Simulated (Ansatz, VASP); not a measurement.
**Li: VASP and Ansatz over several settings**

```
CELL_PARAMETERS angstrom
1.55050 0.89518 7.58830
-1.55050 0.89518 7.58830
0.00000 -1.79036 7.58830
ATOMIC_POSITIONS crystal
Li 0.77800 0.77800 0.77800
Li 0.22200 0.22200 0.22200
Li 0.00000 0.00000 0.00000
```

This isn't the form of Li at room conditions, which is bcc.

Single points on this cell with VASP 6.6.1 and Ansatz 0.2.0. Each row is one pair of runs. Alike in all rows: spin: off; k mesh: 10 × 10 × 10; Ansatz's potentials, cutoff: Ansatz PAW, 420 eV.

| level | smearing | VASP's potentials, cutoff | gap on the k mesh at the Fermi level (eV), VASP | gap on the k mesh at the Fermi level (eV), Ansatz |
| --- | --- | --- | --- | --- |
| RPBE | gaussian, width 0.05 eV | VASP PAW PBE potentials, release 64 (Li), 500 eV | none | none |
| PBE | fermi-dirac, width 0.05 eV | VASP PAW PBE potentials, release 64 (Li_sv), 520 eV | none | none |
| PBE | gaussian, width 0.02 eV | VASP PAW PBE potentials, release 64 (Li_sv), 520 eV | none | none |

A gap of «none» marks a metal or a gap that the smearing closes.

The runs don't all hold the same shells in valence.
